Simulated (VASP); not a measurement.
# VH2 (Fm-3m) in VASP: further runs, part 2 of 3

VASP 6.6.1. The steps go on from the part before.

## 4. Single point, PBEsol, collinear spin, ferromagnetic start

INCAR

```
PREC     = Accurate       # precision mode
ENCUT    = 500            # plane-wave cutoff, eV
EDIFF    = 1E-6           # SCF threshold, eV
ISMEAR   = 0              # smearing method
SIGMA    = 0.05           # smearing width, eV
LREAL    = Auto         
LASPH    = T              # aspherical terms in the spheres
NELM     = 100            # most SCF steps
ALGO     = Normal         # electronic algorithm
ISIF     = 2              # what is computed and relaxed
LWAVE    = F              # write WAVECAR
LCHARG   = F              # write CHGCAR
ISPIN    = 2              # spin polarisation
MAGMOM   = 2 0 0          # initial moments
LORBIT   = 11             # projections on sites
LMAXMIX  = 4              # l up to which the mixer works
GGA      = PS             # functional
NBANDS   = 18             # bands
ADDGRID  = F
```

KPOINTS

```
Automatic mesh
0
Gamma
  6 6 6
```

POSCAR

```
VH2
1.0
    0.0000000000      2.1355000000      2.1355000000
    2.1355000000      0.0000000000      2.1355000000
    2.1355000000      2.1355000000      0.0000000000
V H
1 2
Direct
    0.0000000000      0.0000000000      0.0000000000
    0.7500000000      0.7500000000      0.7500000000
    0.2500000000      0.2500000000      0.2500000000
```

Potentials or basis: VASP PAW PBE potentials, release 64 (V_sv, H).

Command:

```bash
> cat potpaw_PBE.64/V_sv/POTCAR potpaw_PBE.64/H/POTCAR > POTCAR
> mpirun -np 1 vasp_std > vasp.out
```

OUTCAR:

```text
PREC = Accurate
   ENCUT = 500
   EDIFF = 1E-6
   ISMEAR = 0
   LREAL = Auto
   LASPH = T
   NELM = 100
   ISIF = 2
   ISPIN = 2
   LORBIT = 11
   GGA = PS

 Found     16 irreducible k-points:

 Following reciprocal coordinates:
            Coordinates               Weight
  0.000000  0.000000  0.000000      1.000000
  0.166667  0.000000  0.000000      8.000000
  0.333333  0.000000  0.000000      8.000000
  0.500000  0.000000  0.000000      4.000000
  0.166667  0.166667  0.000000      6.000000
  0.333333  0.166667  0.000000     24.000000
   k-points           NKPTS =     16   k-points in BZ     NKDIM =     16   number of bands    NBANDS=     18
   number of dos      NEDOS =    301   number of ions     NIONS =      3
   total plane-waves  NPLWV =  13824
   dimension x,y,z NGX =    24 NGY =   24 NGZ =   24
   dimension x,y,z NGXF=    48 NGYF=   48 NGZF=   48
   ions per type =               1   2
   NGX,Y,Z   is equivalent  to a cutoff of  13.21, 13.21, 13.21 a.u.
   NGXF,Y,Z  is equivalent  to a cutoff of  26.42, 26.42, 26.42 a.u.
 SYSTEM =  unknown system
   PREC   = accura    normal or accurate (medium, high low for compatibility)
   ISTART =      0    job   : 0-new  1-cont  2-samecut
   ICHARG =      2    charge: 1-file 2-atom 10-const
   ISPIN  =      2    spin polarized calculation?
   LNONCOLLINEAR =      F non collinear calculations
   LSORBIT =      F    spin-orbit coupling
   LASPH  =      T    aspherical Exc in radial PAW
   ENCUT  =  500.0 eV  36.75 Ry    6.06 a.u.   5.51  5.51  5.51*2*pi/ulx,y,z
   NELM   =    100;   NELMIN=  2; NELMDL= -5     # of ELM steps
   EDIFF  = 0.1E-05   stopping-criterion for ELM
   LREAL  =      T    real-space projection
   EDIFFG = 0.1E-04   stopping-criterion for IOM
   NSW    =      0    number of steps for IOM
   IBRION =     -1    ionic relax: 0-MD 1-quasi-New 2-CG
   NFREE  =      0    steps in history (QN), initial steepest desc. (CG)
   ISIF   =      2    stress and relaxation
   ISYM   =      2    0-nonsym 1-usesym 2-fastsym
   POTIM  = 0.5000    time-step for ionic-motion
   TEBEG  =    0.0;   TEEND  =   0.0 temperature during run
   PSTRESS=    0.0 pullay stress
   NELECT =      15.0000    total number of electrons
   NUPDOWN=      -1.0000    fix difference up-down
   EMIN   =  10.00;   EMAX   =-10.00  energy-range for DOS
   EFERMI =   0.00;   METHOD = LEGACY
   ISMEAR =     0;   SIGMA  =   0.05  broadening in eV -4-tet -1-fermi 0-gaus
[... 40 lines left out ...]
 fundamental gap:      0.3095844460
 Fermi energy:         7.7313784327

 spin component 1

 k-point     1 :       0.0000    0.0000    0.0000
  band No.  band energies     occupation
      1     -56.3874      1.00000
      2     -30.1941      1.00000
      3     -30.1941      1.00000
      4     -30.1941      1.00000
      5      -3.3559      1.00000
      6       6.9872      1.00000
[... 103 lines left out ...]
      5      -0.9770      1.00000
      6       3.1456      1.00000
[... 10 lines left out ...]
     17      29.2995      0.00000
     18      29.6922      0.00000

 [... further k-points ...]

 spin component 2

 k-point     1 :       0.0000    0.0000    0.0000
  band No.  band energies     occupation
      1     -56.3867      1.00000
      2     -30.1932      1.00000
      3     -30.1932      1.00000
      4     -30.1932      1.00000
      5      -3.3551      1.00000
      6       6.9880      1.00000
[... 103 lines left out ...]
      5      -0.9762      1.00000
      6       3.1462      1.00000
[... 10 lines left out ...]
     17      29.3006      0.00000
     18      29.6934      0.00000

 [... further k-points ...]

------------------------ aborting loop because EDIFF is reached ----------------------------------------

  FORCE on cell =-STRESS in cart. coord.  units (eV):
  Direction    XX          YY          ZZ          XY          YZ          ZX
  --------------------------------------------------------------------------------------
  -------------------------------------------------------------------------------------
  Total       -1.5506109     -1.5506109     -1.5506109      0.0000000      0.0000000      0.0000000
  in kB     -127.5512438   -127.5512438   -127.5512438      0.0000000      0.0000000      0.0000000
  external PRESSURE =    -127.5512438 kB  Pullay stress =       0.0000000 kB

 VOLUME and BASIS-vectors are now :
 -----------------------------------------------------------------------------
  energy-cutoff  :      500.00
  volume of cell :       19.48
      direct lattice vectors                 reciprocal lattice vectors
     0.000000000  2.135500000  2.135500000    -0.234137204  0.234137204  0.234137204
     2.135500000  0.000000000  2.135500000     0.234137204 -0.234137204  0.234137204
     2.135500000  2.135500000  0.000000000     0.234137204  0.234137204 -0.234137204

 POSITION                                       TOTAL-FORCE (eV/Angst)
 -----------------------------------------------------------------------------------
      0.00000      0.00000      0.00000         0.000000     -0.000000      0.000000
      3.20325      3.20325      3.20325         0.000000      0.000000      0.000000
      1.06775      1.06775      1.06775        -0.000000     -0.000000     -0.000000
 -----------------------------------------------------------------------------------
    total drift:                               -0.000000      0.000000      0.000000

  FREE ENERGIE OF THE ION-ELECTRON SYSTEM (eV)
  ---------------------------------------------------
  free  energy   TOTEN  =       -17.0490840320 eV

  energy  without entropy=      -17.0474256560  energy(sigma->0) =      -17.04825484

 total charge

# of ion       s       p       d       tot
------------------------------------------
    1        2.210   6.215   3.162  11.587
    2        0.560   0.026   0.000   0.587
    3        0.560   0.026   0.000   0.587
--------------------------------------------------
tot          3.330   6.268   3.162  12.760

 magnetization (x)

# of ion       s       p       d       tot
------------------------------------------
    1        0.000   0.000   0.000   0.000
    2       -0.000   0.000   0.000  -0.000
    3       -0.000   0.000   0.000  -0.000
--------------------------------------------------
tot         -0.000   0.000   0.000   0.000
```

OSZICAR:

```text
N       E                     dE             d eps       ncg     rms          rms(c)
DAV:   1     0.106790971119E+03    0.10679E+03   -0.70982E+03  1160   0.858E+02
DAV:   2    -0.166292913801E+02   -0.12342E+03   -0.11694E+03  1206   0.275E+02
DAV:   3    -0.191983219974E+02   -0.25690E+01   -0.25477E+01  1290   0.422E+01
DAV:   4    -0.192088962000E+02   -0.10574E-01   -0.10573E-01  1298   0.291E+00
DAV:   5    -0.192089759027E+02   -0.79703E-04   -0.79704E-04  1260   0.240E-01    0.250E+01
DAV:   6    -0.170419564351E+02    0.21670E+01   -0.28309E+00  1188   0.286E+01    0.388E+00
DAV:   7    -0.170622128724E+02   -0.20256E-01   -0.30026E-01  1198   0.490E+00    0.303E+00
DAV:   8    -0.170482472162E+02    0.13966E-01   -0.12174E-02  1232   0.123E+00    0.177E+00
DAV:   9    -0.170487543651E+02   -0.50715E-03   -0.44389E-03  1236   0.631E-01    0.398E-01
DAV:  10    -0.170488985469E+02   -0.14418E-03   -0.69147E-04  1210   0.311E-01    0.208E-01
DAV:  11    -0.170490843507E+02   -0.18580E-03   -0.17610E-04  1210   0.151E-01    0.610E-02
DAV:  12    -0.170490840320E+02    0.31875E-06   -0.99933E-06  1260   0.323E-02
   1 F= -.17049084E+02 E0= -.17048255E+02  d E =-.165838E-02  mag=     0.0004
```

It took 11 s on 1 thread of AMD EPYC 9R45 (Zen 5), shared host; peak memory 0.12 GiB.

These settings aren't checked as converged: the numbers below hold their error.

Results:

| Property | Result |
| --- | --- |
| Free energy | -17.0491 eV |
| Pressure | -12.8 GPa |
| Band gap on the k mesh | none (metal or under the smearing width) |
| Net moment | 0.00 μB per cell |
| Valence electrons inside the program's atomic spheres | V 11.59; H 0.59 |

Caveat: the k mesh is coarse (spacing up to 0.42 Å⁻¹), so the values aren't converged; the PAW data sets were made with another functional, which shifts forces and pressure a little.

## 5. Single point, PBEsol, collinear spin, ferromagnetic start

INCAR is that of step 4.

KPOINTS is that of step 4.

POSCAR

```
VH2
1.0
    0.0000000000      2.1355000000      2.1355000000
    2.1355000000      0.0000000000      2.1355000000
    2.1355000000      2.1355000000      0.0000000000
V H
1 2
Direct
    0.0461010000     -0.0262600000     -0.0131470000
    0.7548850000      0.7642400000      0.7593950000
    0.2340980000      0.2684520000      0.2434820000
```

Potentials or basis: VASP PAW PBE potentials, release 64 (V_sv, H).

Command:

```bash
> cat potpaw_PBE.64/V_sv/POTCAR potpaw_PBE.64/H/POTCAR > POTCAR
> mpirun -np 1 vasp_std > vasp.out
```

OUTCAR:

```text
PREC = Accurate
   ENCUT = 500
   EDIFF = 1E-6
   ISMEAR = 0
   LREAL = Auto
   LASPH = T
   NELM = 100
   ISIF = 2
   ISPIN = 2
   LORBIT = 11
   GGA = PS

 Found    112 irreducible k-points:

 Following reciprocal coordinates:
            Coordinates               Weight
  0.000000  0.000000  0.000000      1.000000
  0.166667  0.000000  0.000000      2.000000
  0.000000  0.166667  0.000000      2.000000
  0.000000  0.000000  0.166667      2.000000
  0.166667  0.166667  0.166667      2.000000
  0.333333  0.000000  0.000000      2.000000
   k-points           NKPTS =    112   k-points in BZ     NKDIM =    112   number of bands    NBANDS=     18
[... 348 lines left out ...]
  energy-cutoff  :      500.00
  volume of cell :       19.48
      direct lattice vectors                 reciprocal lattice vectors
     0.000000000  2.135500000  2.135500000    -0.234137204  0.234137204  0.234137204
     2.135500000  0.000000000  2.135500000     0.234137204 -0.234137204  0.234137204
     2.135500000  2.135500000  0.000000000     0.234137204  0.234137204 -0.234137204

 POSITION                                       TOTAL-FORCE (eV/Angst)
 -----------------------------------------------------------------------------------
      4.18685      2.20587      2.17787         1.005580     -0.660721     -0.052431
      3.25372      3.23374      3.24409        -0.602965      0.128249      0.073499
      1.09324      1.01987      1.07320        -0.402614      0.532471     -0.021068
 -----------------------------------------------------------------------------------
    total drift:                               -0.000657     -0.000415     -0.001154

  FREE ENERGIE OF THE ION-ELECTRON SYSTEM (eV)
  ---------------------------------------------------
  free  energy   TOTEN  =       -16.9522326216 eV

  energy  without entropy=      -16.9508893163  energy(sigma->0) =      -16.95156097

 total charge

# of ion       s       p       d       tot
------------------------------------------
    1        2.213   6.218   3.169  11.600
    2        0.564   0.027   0.000   0.591
    3        0.565   0.027   0.000   0.591
--------------------------------------------------
tot          3.342   6.272   3.169  12.782

 magnetization (x)

# of ion       s       p       d       tot
------------------------------------------
    1        0.000   0.000   0.000   0.000
    2       -0.000   0.000   0.000  -0.000
    3       -0.000   0.000   0.000  -0.000
--------------------------------------------------
tot         -0.000   0.000   0.000   0.000
```

OSZICAR:

```text
N       E                     dE             d eps       ncg     rms          rms(c)
DAV:   1     0.106263599728E+03    0.10626E+03   -0.71608E+03  8072   0.844E+02
DAV:   2    -0.164889697571E+02   -0.12275E+03   -0.11636E+03  8340   0.275E+02
DAV:   3    -0.190968172353E+02   -0.26078E+01   -0.25835E+01  8896   0.433E+01
DAV:   4    -0.191075547557E+02   -0.10738E-01   -0.10737E-01  8958   0.298E+00
DAV:   5    -0.191076360543E+02   -0.81299E-04   -0.81299E-04  8756   0.245E-01    0.252E+01
DAV:   6    -0.169473923341E+02    0.21602E+01   -0.28693E+00  8346   0.286E+01    0.392E+00
DAV:   7    -0.169656740945E+02   -0.18282E-01   -0.30833E-01  8336   0.493E+00    0.307E+00
DAV:   8    -0.169513733684E+02    0.14301E-01   -0.12577E-02  8780   0.127E+00    0.180E+00
DAV:   9    -0.169518800639E+02   -0.50670E-03   -0.45505E-03  8482   0.639E-01    0.402E-01
DAV:  10    -0.169520385485E+02   -0.15848E-03   -0.75654E-04  8686   0.323E-01    0.214E-01
DAV:  11    -0.169522335090E+02   -0.19496E-03   -0.17950E-04  8454   0.153E-01    0.602E-02
DAV:  12    -0.169522326216E+02    0.88743E-06   -0.98531E-06  8706   0.325E-02
   1 F= -.16952233E+02 E0= -.16951561E+02  d E =-.134331E-02  mag=     0.0004
```

stdout:

```text
POSCAR found type information on POSCAR V H
 POSCAR found :  2 types and       3 ions
 scaLAPACK will be used
 -----------------------------------------------------------------------------
|                                                                             |
|                                                                             |
|     You have a (more or less) 'small supercell' and for smaller cells       |
|     it is recommended to use the reciprocal-space projection scheme!        |
|     The real-space optimization is not efficient for small cells and it     |
|     is also less accurate ...                                               |
|     Therefore, set LREAL=.FALSE. in the INCAR file.                         |
|                                                                             |
 -----------------------------------------------------------------------------

 -----------------------------------------------------------------------------
|                                                                             |
|                                                                             |
|     You enforced a specific xc type in the INCAR file but a different       |
|     I HOPE YOU KNOW WHAT YOU ARE DOING!                                     |
|                                                                             |
 -----------------------------------------------------------------------------

 LDA part: xc-table for (Slater+PW92), standard interpolation
 POSCAR, INCAR and KPOINTS ok, starting setup
 FFT: planning ... GRIDC
 FFT: planning ... GRID_SOFT
 FFT: planning ... GRID
 WAVECAR not read
 entering main loop
```

Wall time 60 s (1 thread of AMD EPYC 9R45 (Zen 5), shared host); peak memory 0.16 GiB.

The run converged, but some of its settings lie outside the range that counts as converged, so its numbers aren't taken as properties of the crystal.

Results:

* Free energy: -16.9522 eV
* Pressure: -11.1 GPa
* Largest force: 1.204 eV/Å
* Band gap on the k mesh: none (metal or under the smearing width)
* Net moment: 0.00 μB per cell
* Valence electrons inside the program's atomic spheres: V 11.60; H 0.59

Caveat: the k mesh is coarse (spacing up to 0.42 Å⁻¹), so the values aren't converged; the PAW data sets were made with another functional, which shifts forces and pressure a little.

(Continued in part 3 of 3.)
